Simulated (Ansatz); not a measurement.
# BeTe: a single-point run

Wanted: a converged single-point run for BeTe, and a check of what comes out. The structure is shown as the input types it.

The COD entry's cell or inner coordinates are ideal or old and differ from later refinements, so a difference from it is no clean test against experiment.

Computed with Ansatz 0.2.0 (density functional or hybrid calculation with the settings of its input, plane waves, unless a step's input says otherwise).

7 further runs of the same task are left out: 7 that didn't finish.

### 1 The structure to begin with

It takes space group F-43m (No. 216, cubic). Conventional cell: a = 5.657 Å, b = 5.657 Å, c = 5.657 Å, α = 90.00°, β = 90.00°, γ = 90.00°. Be (site symmetry -43m) has 4 Te at 2.45 Å as nearest neighbours. Te (site symmetry -43m) is surrounded by 4 Be at 2.45 Å.

Coordinates:

```xyz
2
Lattice="0.0000 2.8286 2.8286 2.8286 0.0000 2.8286 2.8286 2.8286 0.0000" Properties=species:S:1:pos:R:3 pbc="T T T"
Be    0.0000    0.0000    0.0000
Te    1.4143    1.4143    1.4143
```

### 2 Running it

Contents of input.yaml:

```yaml
crystal:
  lattice:
    - [0.0, 2.828622876, 2.828622876]
    - [2.828622876, 0.0, 2.828622876]
    - [2.828622876, 2.828622876, 0.0]
  atoms:
    - { symbol: Be, position: [0.0, 0.0, 0.0] }
    - { symbol: Te, position: [0.25, 0.25, 0.25] }
kpoints:
  mp_grid: { grid: [6, 6, 6] }
hamiltonian:
  xc: pbe
scf:
  occupations: { method: cold, width: 1.5 }
  n_extra_bands: 4
output:
  forces: true
  stress: true
  eigenvalues: true
```

On the command line:

```sh
> ansatz run input.yaml --threads 4 --pin off --max-ram 3686MiB --backend cpu --events-out ev --progress --plain --runs-dir out
```

What happens when this is run?

This run ends as converged. Convergence says nothing about whether the input makes sense.

In the input, scf.occupations.width is 1.5. Occupations are smeared over electronvolts, wider than many features of the bands.

The test: set scf.occupations.width to 0.001.
